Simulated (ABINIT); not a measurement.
Crystal: TaN.

```
CELL_PARAMETERS angstrom
0.00000 2.49114 2.49114
2.49114 0.00000 2.49114
2.49114 2.49114 0.00000
ATOMIC_POSITIONS crystal
Ta 0.00000 0.00000 0.00000
N 0.25000 0.25000 0.25000
```

The cell comes from a database or a generator and needn't be the stable form of this composition.

| Item | Value |
| --- | --- |
| Program | ABINIT 10.8.3 (patched build) |
| Task | single point |
| Functional | PBE |
| Potentials or basis | JTH PAW PBE v2.0 |
| Cutoff | 707 eV |
| k mesh | 9 × 9 × 9 |
| Occupations | fermi-dirac, width 0.05 eV |
| Spin | no spin polarisation |

On this cell: pressure -25.5 GPa; largest force zero by symmetry; band gap on the k mesh none (metal or under the smearing width).

The same run follows on a disturbed copy (atoms moved at random, drawn with an rms of 0.05 Å):

```xyz
2
Lattice="0.0000 2.4911 2.4911 2.4911 0.0000 2.4911 2.4911 2.4911 0.0000" Properties=species:S:1:pos:R:3 pbc="T T T"
Ta    0.0035    0.0118    0.0065
N     1.2697    1.2717    1.1995
```

Problem. What does the disturbed cell give?

Solution. The energy (extrapolated to zero smearing) moves by +2.9 meV/atom; pressure -25.2 GPa; largest force 0.199 eV/Å; band gap on the k mesh none (metal or under the smearing width).

Forces in eV/Å, atoms in the order of the input:
```
Ta   0.094  0.098 -0.146
N   -0.094 -0.098  0.146
```

Stress tensor (GPa, compression positive):
```
-25.25   1.07  -0.51
  1.07 -25.28  -0.55
 -0.51  -0.55 -25.02
```

Caveats: so large a pressure means that the cell lies far from this level's equilibrium, or that cutoff or potentials fall short (some runs).
